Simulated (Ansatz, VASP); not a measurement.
# Two plane-wave programs on SnSe

Contents of INCAR:

```
SYSTEM = SnSe
PREC = Accurate
ENCUT = 520
EDIFF = 1E-6
ISMEAR = 0
SIGMA = 0.05
LREAL = .False.
LASPH = .True.
NELM = 60
ALGO = Normal
ISIF = 2
LWAVE = .False.
LCHARG = .False.
GGA = PE
NBANDS = 17
```

The input KPOINTS:

```
regular mesh
0
Gamma
  10 10 10
  0 0 0
```

The input POSCAR:

```
SnSe
1.0
    0.0000000000      2.9895767719      2.9895767719
    2.9895767719      0.0000000000      2.9895767719
    2.9895767719      2.9895767719      0.0000000000
Sn Se
1 1
Direct
    0.0000000000      0.0000000000      0.0000000000
    0.5000000000      0.5000000000      0.5000000000
```

Input for Ansatz:

```yaml
crystal:
  lattice:
    - [0.0, 2.9895767719, 2.9895767719]
    - [2.9895767719, 0.0, 2.9895767719]
    - [2.9895767719, 2.9895767719, 0.0]
  atoms:
    - { symbol: Sn, position: [0.0, 0.0, 0.0] }
    - { symbol: Se, position: [0.5, 0.5, 0.5] }
basis:
  ecutwfc: 420
  ecutrho_ratio: 4
kpoints:
  mp_grid: { grid: [10, 10, 10] }
hamiltonian:
  xc: pbe
scf:
  occupations: { method: gaussian, width: 0.05 }
output:
  forces: true
  stress: true
  eigenvalues: true
```

Alike in both runs: task single point; functional PBE; k mesh 10 × 10 × 10; occupations gaussian, width 0.05 eV; no spin polarisation.

```csv
,VASP,Ansatz
version,VASP 6.6.1,Ansatz 0.2.0
potentials or method,"VASP PAW PBE potentials, release 64 (Sn_d, Se)","scalar-relativistic, plane waves, PAW"
plane-wave cutoff (eV),520,420
valence electrons in the cell,20,30
```

```csv
,VASP,Ansatz,Ansatz less VASP
gap on the k mesh at the Fermi level (eV),0.52,0.52,0.000
least direct gap on the mesh (eV),0.64,0.64,0.000
pressure (GPa),2.1,2.2,+0.01
```

The two sets of potentials don't hold the same shells in valence.

Caveats: spin-orbit coupling is left out, which moves the levels of the heavy elements. A k mesh can miss the band edges.
